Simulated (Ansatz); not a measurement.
TiSi2:

```xyz
6
Lattice="0.0000 4.1175 4.2629 2.3895 0.0000 4.2629 2.3895 4.1175 0.0000" Properties=species:S:1:pos:R:3 pbc="T T T"
Ti    3.5843    6.1763    6.3943
Ti    2.3895    4.1175    4.2629
Si    1.1948    3.3975    2.1314
Si    1.1948    0.7200    2.1314
Si    2.3895    1.3387    4.2629
Si    2.3895    6.8963    4.2629
```

The cell is a database's computed one.

| Item | Value |
| --- | --- |
| Program | Ansatz 0.2.0 |
| Task | relaxation of cell and atoms |
| Functional | PBEsol |
| Dispersion | D3(BJ) |
| Potentials or basis | Ansatz PAW |
| Cutoff | 420 eV (not typed: the program's choice for these potentials) |
| k mesh | 7 × 7 × 7 |
| Occupations | fermi-dirac, width 0.05 eV |
| Spin | no spin polarisation |

At the start: volume 13.98 Å³/atom.

Q: How do energy, volume and symmetry change on relaxing?

A: It ends after 6 steps and the volume is 13.26 Å³/atom (-5.2 %); space group Fddd (No. 70, to 0.05 Å).

Step by step:
```csv
step,energy change (eV),largest force (eV/Å),volume (Å³)
1,0.0000,0.0499,83.88
2,-0.1032,0.0237,78.83
3,-0.1148,0.0125,79.60
4,-0.1154,0.0085,79.57
5,-0.1155,0.0055,79.54
6,-0.1148,0.0055,79.54
```

Final structure:
```
Ti Si
1.0
     0.00000    4.01854    4.21422
     2.34824    0.00000    4.21422
     2.34824    4.01854    0.00000
Ti Si
2 4
Cartesian
  3.5224 6.0278 6.3213
  2.3482 4.0185 4.2142
  1.1741 3.3243 2.1071
  1.1741 0.6943 2.1071
  2.3482 1.3150 4.2142
  2.3482 6.7221 4.2142
```

Caveat: the plane-wave basis is chosen anew once the cell has moved, so the energies of steps on either side of that aren't comparable; pairwise dispersion overbinds metals, which lowers pressure and volume; the PAW data sets come from PBE, with cores solved anew for the run's functional, which leaves a small shift of forces and pressure.
